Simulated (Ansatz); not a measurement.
Starting cell, ZrO2 (tetragonal-ZrO2 type, space group P4_2/nmc):

```yaml
crystal:
  lattice:
    - [3.62082, 0.00000, 0.00000]
    - [0.00000, 3.62082, 0.00000]
    - [0.00000, 0.00000, 5.28425]
  atoms:
    - { symbol: Zr, position: [0.00000, 0.00000, 0.00000] }
    - { symbol: Zr, position: [0.50000, 0.50000, 0.50000] }
    - { symbol: O, position: [0.00000, 0.50000, 0.19251] }
    - { symbol: O, position: [0.00000, 0.50000, 0.69251] }
    - { symbol: O, position: [0.50000, 0.00000, 0.30749] }
    - { symbol: O, position: [0.50000, 0.00000, 0.80749] }
```

In this cell atom 1 (Zr, nearest neighbour O at 2.077 Å; its periodic images, 3.6 Å or more away, move with it) is moved by u·(1.000, 0.000, 0.000) + v·(0.000, 0.000, 1.000); the rest is frozen.

Calculation: PBE (plane waves to 420 eV, PAW, scalar-relativistic; Ansatz, a quantum-chemistry and plane-wave program). k mesh 7×7×5 (Γ-centred), Fermi-Dirac smearing 0.05 eV. The energy includes the smearing's −TS. Points where atoms come too close for the PAW data are left out (x in tables, blank in figures). The PAW data are Ansatz's earlier set. This is a high-temperature form of ZrO2. ZrO2 is run without spin polarisation. ZrO2 was relaxed with its symmetry unable to fall.

Changes of ΔE (meV/cell) from the point u = 0.000 Å, v = 0.000 Å when one coordinate moves alone (two changes are said to add if the coupling is within 5 % of the smaller one, nearly so within 20 %):

```json
[
 {"point": "u = 0.000 Å, v = -0.310 Å", "change": "1031.7"},
 {"point": "u = 0.000 Å, v = -0.207 Å", "change": "468.9"},
 {"point": "u = 0.000 Å, v = -0.103 Å", "change": "118.8"},
 {"point": "u = -0.310 Å, v = 0.000 Å", "change": "520.1"},
 {"point": "u = -0.207 Å, v = 0.000 Å", "change": "197.3"},
 {"point": "u = -0.103 Å, v = 0.000 Å", "change": "43.9"},
 {"point": "u = 0.103 Å, v = 0.000 Å", "change": "43.9"},
 {"point": "u = 0.207 Å, v = 0.000 Å", "change": "197.3"},
 {"point": "u = 0.310 Å, v = 0.000 Å", "change": "520.1"},
 {"point": "u = 0.000 Å, v = 0.103 Å", "change": "118.8"},
 {"point": "u = 0.000 Å, v = 0.207 Å", "change": "468.9"},
 {"point": "u = 0.000 Å, v = 0.310 Å", "change": "1031.7"}
]
```

Task: What is the change at u = -0.103 Å, v = 0.103 Å, where both move, and how far is it from the sum?

Result: The sum of the single changes is 43.9 + (118.8) = 162.7; the calculation gives 145.5, so the coupling contributes -17.2 (over 20 % of the smaller single change, not additive).

Task: Do the two effects add at u = -0.310 Å, v = 0.103 Å? Give the computed change.

Result: The sum of the single changes is 520.1 + (118.8) = 638.9; the calculation gives 462.4, so the coupling contributes -176.5 (over 20 % of the smaller single change, not additive).

Task: Do the two effects add at u = -0.103 Å, v = -0.207 Å? Give the computed change.

Result: The sum of the single changes is 43.9 + (468.9) = 512.8; the calculation gives 559.9, so the coupling contributes 47.1 (over 20 % of the smaller single change, not additive).

(For displaced atoms, the force is minus the slope of the energy, and its curvature is a force constant, which sets phonon frequencies.)
